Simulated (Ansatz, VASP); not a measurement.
Two plane-wave programs on Sn

```
Sn
1.0
     6.18549    0.36646   -0.56869
     0.55728    3.56644   -0.32183
     0.56078   -1.25077    6.35606
Sn
5
Direct
  0.17917 0.51576 0.10251
  0.37993 0.71294 0.70258
  0.57957 0.91376 0.30250
  0.77928 0.11549 0.90260
  0.97996 0.31268 0.50265
```

Alike in both runs: functional PBE; k mesh 4 × 4 × 4; occupations gaussian, width 0.1 eV; no spin polarisation.

Ansatz relaxed the structure, and its values are those at the end. VASP's run is a single point on that final structure, the one shown.

```csv
,VASP,Ansatz
version,VASP 6.6.1,Ansatz 0.2.0
potentials or method,"VASP PAW PBE potentials, release 64 (Sn_d)","scalar-relativistic, plane waves, PAW"
plane-wave cutoff (eV),520,420
valence electrons in the cell,70,70
```

```csv
,VASP,Ansatz,Ansatz less VASP
gap on the k mesh at the Fermi level (eV),none,none,-
pressure (GPa),-0.1,0.0,+0.06
```

A gap of «none» marks a metal or a gap that the smearing closes.

Caveats: the k mesh is coarse (spacing up to 0.46 Å⁻¹), so the values aren't converged.
